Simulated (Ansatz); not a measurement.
Consider the following.

GeTe (alpha-GeTe type, space group R3m)

```
CELL_PARAMETERS angstrom
      2.11331     1.22012     3.63992
     -2.11331     1.22012     3.63992
      0.00000    -2.44024     3.63992
ATOMIC_POSITIONS crystal
  Ge 0.23423 0.23423 0.23423
  Te 0.76577 0.76577 0.76577
```

Equation-of-state scan: isotropic scaling of the cell above, V₀ being its volume. The atoms relax within the cell's symmetry.

Method: PBE (plane waves to 420 eV, PAW, scalar-relativistic; Ansatz, a program for electronic structure). k mesh 10×10×10 (Γ-centred), Fermi-Dirac smearing 0.05 eV. E stands for the smeared free energy. Compression counts positive. With the shape held, the modulus is that of even scaling; a crystal free to change shape is softer. GeTe was relaxed with its symmetry unable to fall. Spin-orbit coupling is left out, though Te is heavy. The zero of ΔE is the relaxed starting cell.

The scan covers V/V₀ from 0.840 to 1.160 in 11 points.

**Question.** What is the fitted pressure derivative B₀′?

**Answer.** 4.9.

**Question.** What bulk modulus at fixed cell shape B₀ follows from a third-order Birch-Murnaghan fit?

**Answer.** 35.2 GPa.

(A scan under strain: stresses follow from slopes of the energy per volume, elastic moduli from its curvatures.)
